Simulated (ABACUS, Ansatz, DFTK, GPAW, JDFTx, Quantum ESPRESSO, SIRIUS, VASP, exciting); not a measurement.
## One calculation of HgTe, 10 ways

```
CELL_PARAMETERS angstrom
0.00000 3.21450 3.21450
3.21450 0.00000 3.21450
3.21450 3.21450 0.00000
ATOMIC_POSITIONS crystal
Hg 0.00000 0.00000 0.00000
Te 0.75000 0.75000 0.75000
```

Alike in all runs: task equation of state; functional PBEsol; k mesh 7 × 7 × 7; occupations fermi-dirac, width 0.05 eV; no spin polarisation; no spin-orbit coupling.

```csv
program and potentials,plane-wave cutoff (eV),notes,equilibrium volume (Å³/atom),bulk modulus (GPa)
"ABACUS, PseudoDojo NC SR 0.4.1 PBEsol standard, plane waves",1129,-,34.55,42.2
"JDFTx, PseudoDojo-SR-PBEsol-0.4.1-standard with smoothed tails",1088,-,34.55,42.1
"exciting, all-electron LAPW+lo, shipped species files, valence relativity iora*",-,-,34.58,41.6
"SIRIUS, PseudoDojo 0.4.1 PBEsol standard (scalar relativistic)",1102,-,34.55,42.2
"VASP, PBE PAW files Hg, Te, 520 eV",520,potentials made for PBE,34.62,41.9
"Ansatz, all-electron LAPW, scalar-relativistic",-,-,34.51,42.1
"Quantum ESPRESSO, GBRV 1.5 PBEsol",612,-,34.78,42.3
"GPAW, PAW data sets generated for this functional",600,-,34.50,42.1
"SIRIUS, all-electron FP-LAPW, apw+lo standard",-,-,34.47,42.5
"DFTK, PseudoDojo SR PBEsol 0.4.1 standard (PBEsol)",1088,-,34.55,42.2
```

The equilibrium volume spans 34.47 (SIRIUS, all-electron FP-LAPW, apw+lo standard) to 34.78 Å³/atom (Quantum ESPRESSO, GBRV 1.5 PBEsol), with all-electron results at 34.47 to 34.58. The bulk modulus spans 41.6 (exciting, all-electron LAPW+lo, shipped species files, valence relativity iora*) to 42.5 GPa (SIRIUS, all-electron FP-LAPW, apw+lo standard), with all-electron results at 41.6 to 42.5.

Differences between rows come from potentials, basis sets and numerical settings, since the functional is the same but for its coding. Runs on potential files found faulty are left out.
